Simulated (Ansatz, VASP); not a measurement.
**One calculation of RbBr, two programs**

```
Rb Br
1.0
     0.00000    3.50834    3.50834
     3.50834    0.00000    3.50834
     3.50834    3.50834    0.00000
Rb Br
1 1
Direct
  0.50000 0.50000 0.50000
  0.00000 0.00000 0.00000
```

Alike in both runs: task single point; functional LDA; k mesh 8 × 8 × 8; occupations gaussian, width 0.05 eV; no spin polarisation.

```csv
,VASP,Ansatz
version,VASP 6.6.1,Ansatz 0.2.0
potentials or method,"VASP PAW LDA potentials, release 64 (Rb_sv, Br)","scalar-relativistic, plane waves, PAW"
plane-wave cutoff (eV),520,420
valence electrons in the cell,16,16
```

|  | VASP | Ansatz | Ansatz less VASP |
| --- | --- | --- | --- |
| gap on the k mesh at the Fermi level (eV) | 3.80 | 3.79 | -0.010 |
| least direct gap on the mesh (eV) | 3.80 | 3.79 | -0.010 |
| pressure (GPa) | -1.9 | -1.9 | -0.03 |

A k mesh can miss the band edges.
